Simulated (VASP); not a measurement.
## Al2Cu: equation of state with PBEsol

Crystal: Al2Cu.

```
Cu Al
1.0
     4.10518    0.00000    0.00000
     0.00000    4.10518    0.00000
     0.00000    0.00000    2.89131
Cu Al
1 2
Direct
  0.00000 0.00000 0.00000
  0.00000 0.50000 0.50000
  0.50000 0.00000 0.50000
```

The cell comes from a database or a generator and needn't be the stable form of this composition.

```
Program                : VASP 6.6.1
Task                   : equation of state
Functional             : PBEsol
Potentials or basis    : VASP PAW PBE potentials, release 64 (Cu, Al)
Cutoff                 : 520 eV
k mesh                 : 7 × 7 × 9
Occupations            : fermi-dirac, width 0.05 eV
Spin                   : no spin polarisation
Ladder                 : free
Further INCAR settings : ALGO = Normal; EDIFF = 1e-07; NBANDS = 16
```

| Property | Result |
| --- | --- |
| Equilibrium volume | 15.88 Å³/atom |
| Bulk modulus at fixed shape and positions | 97 GPa |
| Pressure derivative of the bulk modulus | 4.7 |

Energy against volume, from the lowest point:
| volume (Å³/atom) | energy (meV/atom) |
| --- | --- |
| 15.267 | 7.59 |
| 15.592 | 1.56 |
| 15.917 | 0.00 |
| 16.242 | 2.41 |
| 16.567 | 8.34 |
| 16.892 | 17.42 |
| 17.216 | 29.29 |

All runs of the series together: 110 s on 1 thread of Intel(R) Xeon(R) Platinum 8559C (Emerald Rapids) (shared host).

Caveat: the cell was scaled at fixed shape and fractional positions, which overstates the stiffness of a crystal with free parameters, most of all of layers and chains; the PAW data sets were made with another functional, which shifts forces and pressure a little.
